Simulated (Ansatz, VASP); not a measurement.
**Two plane-wave programs on Rh**

INCAR

```
ALGO = Normal ; EDIFF = 1E-6
ENCUT = 520 ; GGA = PE
ISIF = 2 ; ISMEAR = 0
LASPH = T ; LCHARG = F
LREAL = F ; LWAVE = F
NBANDS = 22 ; NELM = 80
PREC = Accurate ; SIGMA = 0.1
```

KPOINTS

```
k-points
0
Gamma
  6 6 4
```

File POSCAR:

```
Rh
1.0
    2.7309790422      0.0000000000      0.0000000000
   -1.3654895211      2.3650972278      0.0000000000
    0.0000000000      0.0000000000      4.4284890000
Rh
2
Direct
    0.6666666700      0.3333333300      0.7500000000
    0.3333333300      0.6666666700      0.2500000000
```

Input for Ansatz:

```yaml
crystal:
  lattice:
    - [2.7309790422, 0.0, 0.0]
    - [-1.3654895211, 2.3650972278, 0.0]
    - [0.0, 0.0, 4.428489]
  atoms:
    - { symbol: Rh, position: [0.66666667, 0.33333333, 0.75] }
    - { symbol: Rh, position: [0.33333333, 0.66666667, 0.25] }
basis:
  ecutwfc: 420
kpoints:
  mp_grid: { grid: [6, 6, 4] }
hamiltonian:
  xc: pbe
scf:
  occupations: { method: gaussian, width: 0.1 }
output:
  forces: true
  stress: true
  eigenvalues: true
```

This isn't the form of Rh at room conditions, which is fcc.

Alike in both runs: task single point; functional PBE; k mesh 6 × 6 × 4; occupations gaussian, width 0.1 eV; no spin polarisation.

|  | VASP | Ansatz |
| --- | --- | --- |
| version | VASP 6.6.1 | Ansatz 0.2.0 |
| potentials or method | VASP PAW PBE potentials, release 64 (Rh_pv) | scalar-relativistic, plane waves, PAW |
| plane-wave cutoff (eV) | 520 | 420 |
| valence electrons in the cell | 30 | 34 |

|  | VASP | Ansatz | Ansatz less VASP |
| --- | --- | --- | --- |
| gap on the k mesh at the Fermi level (eV) | none | none | - |
| pressure (GPa) | -3.4 | -3.4 | +0.04 |
| largest component of the traceless stress (GPa) | 3.54 | 3.57 | +0.029 |

A gap of «none» marks a metal or a gap that the smearing closes. The two sets of potentials don't hold the same shells in valence.

Caveats: the k mesh is coarse (spacing up to 0.44 Å⁻¹), so the values aren't converged.
